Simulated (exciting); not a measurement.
Consider BaO, space group Fm-3m.

```xyz
2
Lattice="0.0000 2.7500 2.7500 2.7500 0.0000 2.7500 2.7500 2.7500 0.0000" Properties=species:S:1:pos:R:3 pbc="T T T"
Ba    0.0000    0.0000    0.0000
O     2.7500    2.7500    2.7500
```

Absorber: atom 2, with 6 Ba at 2.75 Å (octahedral, site symmetry m-3m). Method: exciting, all-electron LAPW+lo, LDA, exchange and screened direct term (singlet BSE), 5×5×5 shifted k points, 29 conduction bands, |G+q| up to 3 bohr⁻¹, full RPA screening with nempty = 50, Lorentzian half width 0.45 eV.

The database entry behind the starting cell differs from later determinations by our own check (about 0.7 % short), so it need not match the best structure at ambient conditions.

Question: What does the O K spectrum look like, and is there a bound core exciton?

Bound core exciton? Undecided on this mesh: the first bright state (over 5 % of the brightest) lies at -0.10 eV from the Kohn–Sham onset and at -0.17 eV from the lowest bare transition of its own mesh; weaker or dark states reach down to -0.47 eV. Maxima (height): 1.2 eV (1.00), 3.1 eV (0.62), 4.7 eV (0.75), 6.0 eV (0.66), 7.5 eV (0.39), 17.9 eV (0.46) and 25.4 eV (0.21); 2 lower ones aren't listed.

Energy from the Kohn–Sham onset, core level to the lowest empty state found on the meshes used; Im ε in relative units:

```
E (eV)  Im ε
  -3.5  0.02
  -3.0  0.03
  -2.5  0.04
  -2.0  0.05
  -1.5  0.06
  -1.0  0.10
  -0.5  0.17
   0.0  0.34
   0.5  0.64
   1.0  0.95
   1.5  0.96
   2.0  0.74
   2.5  0.59
   3.0  0.61
   3.5  0.59
   4.0  0.58
   4.5  0.72
   5.0  0.69
   5.5  0.63
   6.0  0.66
   6.5  0.53
   7.0  0.38
   7.5  0.39
   8.0  0.32
   8.5  0.22
   9.0  0.18
   9.5  0.17
  10.0  0.18
  10.5  0.19
  11.0  0.19
  11.5  0.17
  12.0  0.14
  12.5  0.13
  13.0  0.14
  13.5  0.17
  14.0  0.19
  14.5  0.15
  15.0  0.13
  15.5  0.14
  16.0  0.20
  16.5  0.30
  17.0  0.41
  17.5  0.45
  18.0  0.46
  18.5  0.42
  19.0  0.37
  19.5  0.29
  20.0  0.21
  20.5  0.15
  21.0  0.12
  21.5  0.11
  22.0  0.12
  22.5  0.12
  23.0  0.12
  23.5  0.13
  24.0  0.15
  24.5  0.20
  25.0  0.20
  25.5  0.21
  26.0  0.19
  26.5  0.17
```

With 125 k points the binding energies are rough. Exchange and the short-range direct term aren't converged in the kernel cutoff. The zero comes from the unshifted 4×4×4 ground-state mesh; it is exact only where the band minimum lies on that mesh. The Kohn–Sham onset, 501 eV, is no photon energy: the scale needs a rigid shift. No quasiparticle correction widens the gap or stretches the bands. Vibrations and energy-dependent lifetimes are left out. The structure is a published determination, not relaxed.

[Banner, clock and machine lines of the logs are left out without a mark of their own.]

[Logs are printed without paths, hosts, clocks, repeated set-up lines and the standing remarks that a program may print on its own settings, such as how far it seeks lower states.]

[Hosts, paths, dates, database ids (printed as entryN), source tags and the programs' standing remarks are cut or masked in the printed files.]
